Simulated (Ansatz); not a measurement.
**I: from a trial structure to a relaxed crystal**

Level of theory: DFT PBE, scalar-relativistic, plane waves, PAW (Ansatz 0.2.0). Cutoff 420 eV, Γ-centred k mesh, Gaussian smearing, no spin polarisation in the final step.

The start is a random cell of I with space group P-4m2 (No. 115), drawn with lower limits on the distances.

```
I
1.0
     5.57246    0.00000    0.00000
     0.00000    5.57246    0.00000
     0.00000    0.00000    7.48215
I
4
Cartesian
  0.0000 1.3931 4.9881
  0.0000 4.1793 4.9881
  1.3931 0.0000 2.4940
  4.1793 0.0000 2.4940
```

Cell and atoms relax at zero pressure; the relaxation can't lower the symmetry of the start. After a coarse first stage the cell is made exact in the group found at 0.06 Å.

Energies count from the standard state of I at the same level.

Problem. Describe the relaxed structure.

Solution. It ends in P4_2/mmc (No. 131). Conventional cell: a = 5.835 Å, c = 8.839 Å. I is coordinated by 2 I at 2.92 Å.

Space group P4_2/mmc (No. 131). a = 5.835 Å, b = 5.835 Å, c = 8.839 Å, α = 90.00°, β = 90.00°, γ = 90.00°
```csv
atom,site,symmetry,x,y,z
I,4j,m2m.,0.0000,0.2499,0.5000
```

Problem. What are its volume, energy, density and gap?

Solution. The volume per atom is 75.2 Å³, the density is 2.8 g/cm³ and the energy over the standard structure is 0.13 eV/atom. The gap on the 8×8×6 mesh is 0 eV (a metal).

The final run used a 8×8×6 mesh on its 4-atom cell and 0.10 eV smearing. For metals, differences of a few meV/atom aren't resolved. No dispersion correction is applied, so the spacing between layers, chains or molecules is poorly fixed, and with it the volume and density. Spin–orbit coupling is left out. Symmetry constrained the relaxation, so the result can be a saddle point.